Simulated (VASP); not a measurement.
## SiC (Moissanite): single point with PBEsol

The system is SiC (Moissanite).

```
Si C
1.0
     3.07600    0.00000    0.00000
    -1.53800    2.66389    0.00000
     0.00000    0.00000    5.04800
Si C
2 2
Cartesian
  1.5380 0.8880 2.5240
  0.0000 1.7759 0.0000
  1.5380 0.8880 4.4675
  0.0000 1.7759 1.9435
```

```
Program             : VASP 6.6.1
Task                : single point
Functional          : PBEsol
Potentials or basis : VASP PAW PBE potentials, release 64 (Si, C)
Cutoff              : 520 eV
k mesh              : 10 × 10 × 5
Occupations         : fermi-dirac, width 0.05 eV
Spin                : no spin polarisation
```

The pressure is 0.6 GPa. The largest force is 0.751 eV/Å. The band gap on the k mesh is 2.32 eV, indirect (least direct gap 3.96 eV).

Forces in eV/Å, atoms in the order of the input:
```
Si   0.000  0.000  0.751
Si   0.000  0.000  0.751
C    0.000  0.000 -0.751
C    0.000  0.000 -0.751
```

Stress tensor (GPa, compression positive):
```
 2.27  0.00  0.00
 0.00  2.27  0.00
 0.00  0.00 -2.69
```

Levels at points of the mesh, in eV from the valence-band top:
| k point | band 4 | band 5 | band 6 | band 7 | band 8 | band 9 | band 10 | band 11 | band 12 | band 13 |
| --- | --- | --- | --- | --- | --- | --- | --- | --- | --- | --- |
| (0.00, 0.00, 0.00) | -1.56 | -1.56 | -0.27 | -0.27 | 0.00 | 4.57 | 5.97 | 6.44 | 6.44 | 7.49 |
| (0.50, 0.00, 0.00) | -6.57 | -5.47 | -3.56 | -3.31 | -1.49 | 2.47 | 4.10 | 6.66 | 7.12 | 9.64 |

It took 16 s on 1 thread of Intel(R) Xeon(R) Platinum 8488C (Sapphire Rapids), on a shared host, peak memory 0.15 GiB.

Caveat: the PAW data sets were made with another functional, which shifts forces and pressure a little; an odd mesh through Γ misses points on the zone boundary, where band edges often lie.
